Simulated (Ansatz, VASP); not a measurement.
**One calculation of Ge, two programs**

Contents of INCAR:

```
SYSTEM = Ge
ALGO = Fast ; EDIFF = 1E-6
ENCUT = 520 ; GGA = PE
ISIF = 2 ; ISMEAR = 0
LASPH = .True. ; LCHARG = .False.
LREAL = .False. ; LWAVE = .False.
NBANDS = 13 ; NELM = 100
PREC = Accurate ; SIGMA = 0.1
```

KPOINTS

```
k-points
0
Gamma
  16 16 16
  0 0 0
```

File POSCAR:

```
Ge
1.0
    1.3546058130     -2.5213302878      0.0000000000
    1.3546058130      2.5213302878      0.0000000000
    0.0000000000      0.0000000000      2.6160698660
Ge
1
Direct
    0.5000000000      0.5000000000      0.0000000000
```

Input for Ansatz:

```yaml
crystal:
  lattice:
    - [1.354605813, -2.5213302878, 0.0]
    - [1.354605813, 2.5213302878, 0.0]
    - [0.0, 0.0, 2.616069866]
  atoms:
    - { symbol: Ge, position: [0.5, 0.5, 0.0] }
basis:
  ecutwfc: 420
kpoints:
  mp_grid: { grid: [16, 16, 16] }
hamiltonian:
  xc: pbe
scf:
  occupations: { method: gaussian, width: 0.1 }
output:
  forces: true
  stress: true
  eigenvalues: true
```

Alike in both runs: task single point; functional PBE; k mesh 16 × 16 × 16; occupations gaussian, width 0.1 eV; no spin polarisation.

```csv
,VASP,Ansatz
version,VASP 6.6.1,Ansatz 0.2.0
potentials or method,"VASP PAW PBE potentials, release 64 (Ge_d)","scalar-relativistic, plane waves, PAW"
plane-wave cutoff (eV),520,420
valence electrons in the cell,14,14
```

|  | VASP | Ansatz | Ansatz less VASP |
| --- | --- | --- | --- |
| gap on the k mesh at the Fermi level (eV) | none | none | - |
| pressure (GPa) | 7.0 | 6.6 | -0.41 |
| largest component of the traceless stress (GPa) | 1.46 | 1.45 | -0.010 |

A gap of «none» marks a metal or a gap that the smearing closes. With one functional, cell and mesh, what is left measures potentials, basis and numerics.
